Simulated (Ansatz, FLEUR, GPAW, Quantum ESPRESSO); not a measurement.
Ti2C: programs and potentials compared

```xyz
3
Lattice="1.5407 0.8895 4.8138 -1.5407 0.8895 4.8138 0.0000 -1.7790 4.8138" Properties=species:S:1:pos:R:3 pbc="T T T"
Ti    0.0000    0.0000   10.8960
Ti    0.0000    0.0000    3.5453
C     0.0000    0.0000    7.2207
```

The cell comes from a database or a generator and needn't be the stable form of this composition.

Alike in all runs: task single point; functional PBEsol; k mesh 10 × 10 × 10; occupations fermi-dirac, width 0.05 eV; no spin polarisation; no spin-orbit coupling. Pressure is positive in compression and, in plane waves, holds the error of the finite cutoff, which Ansatz's Pulay term estimates and takes out.

```csv
program and potentials,plane-wave cutoff (eV),notes,pressure (GPa),largest force (eV/Å)
"Ansatz, Ansatz PAW",420,"potentials made for PBE, which Ansatz adapts in part; Pulay term of +0.14 GPa included",-4.64,0.188
"Ansatz, all-electron LAPW, scalar-relativistic",-,-,-4.66,0.187
"FLEUR, all-electron, FLAPW",-,-,-,?
"GPAW, PAW data sets generated for this functional",800,-,-4.14,0.116
"Quantum ESPRESSO, GBRV 1.5 PBEsol",612,-,-4.66,0.184
```

Question: Estimate from the other rows what the run with FLEUR, all-electron, FLAPW gave.

Answer: Largest force 0.186 eV/Å. The other rows, which needn't bracket it: pressure -4.66 to -4.14; largest force 0.116 to 0.188.
